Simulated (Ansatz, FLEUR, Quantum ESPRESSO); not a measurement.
## BaTiO3: programs and potentials compared

```
CELL_PARAMETERS angstrom
3.98550 0.00000 0.00000
0.00000 2.83690 2.84515
0.00000 -2.83690 2.84515
ATOMIC_POSITIONS crystal
Ba 0.00000 0.00000 0.00000
Ti 0.50000 0.51240 0.51240
O 0.50000 0.99184 0.50524
O 0.50000 0.50524 0.99184
O 0.00000 0.48740 0.48740
```

Alike in all runs: task band structure; functional LDA; k mesh 7 × 7 × 7; occupations fermi-dirac, width 0.05 eV; no spin polarisation; no spin-orbit coupling. LDA stands for any of its common fits. Pressure is positive in compression and, in plane waves, holds the error of the finite cutoff. Gaps are the smaller of the mesh's and the band path's.

| program and potentials | plane-wave cutoff (eV) | notes | band gap (eV) | pressure (GPa) | largest force (eV/Å) |
| --- | --- | --- | --- | --- | --- |
| FLEUR, all-electron, FLAPW | - | - | 1.82 | - | - |
| Quantum ESPRESSO, GBRV 1.5 LDA | 612 | - | 1.81 | -7.45 | 0.309 |
| Ansatz, all-electron LAPW, scalar-relativistic | - | - | ? | ? | ? |

Q: Estimate from the other rows what the run with Ansatz, all-electron LAPW, scalar-relativistic gave.

A: Band gap 1.82 eV; pressure -8.59 GPa; largest force 0.319 eV/Å. The other rows, which needn't bracket it: band gap 1.81 to 1.82; pressure -7.45; largest force 0.309.
